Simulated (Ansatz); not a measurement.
CaF₂: the gap under pressure

CaF₂, Fm-3m, a = 5.512 Å. Ansatz: PBE, PAW, 420 eV, Γ-centred 8×8×8 mesh on 3 atoms, Gaussian smearing 0.02 eV; no spin polarisation. Cell and atoms are relaxed at each pressure, and no other structure is tried; the real crystal is known to change phase within this range, so the rows at high pressure are metastable. The gap is sought over the whole zone. The pressures are the targets, met within 0.06 GPa.

```
P (GPa) gap y (eV)
   -3.0       6.899
    0.0       7.140
    3.0       7.354
    8.0       7.660
   15.0       8.016
   30.0           ?
   60.0       8.975
```

Q: Fit y = E0 + αP + βP² to the other rows and predict the missing gap.

A: Least squares on the rows shown. y = 7.1333 + 0.069700 P − 0.00065031 P². So α = 69.7 meV/GPa at zero pressure. With a term in P³ added, the coefficient of P becomes 0.07509, 8 % more, which shows how far this figure hangs on the form. At P = 30.0 the fit asked for gives 8.639 eV. The run gave 8.609 eV, so the fit is 0.030 eV too high, 1.4 % of the span of the series, against an rms of 0.014 eV on the fitted rows. With a term in P³ added, a fit to the same known rows predicts 8.504 eV, which misses by about as much or more on the other side: the known rows don't fix the higher terms. Also, among the fitted rows a band edge sits at another point of the zone at 60 GPa than at zero pressure, so one curve spans more than one gap, which can bend the series. The parabola turns at P = 53.6, between the two outer rows, which can neither show nor exclude a turn there.

Semilocal functionals give gaps under the measured ones; changes of the gap mostly carry over better.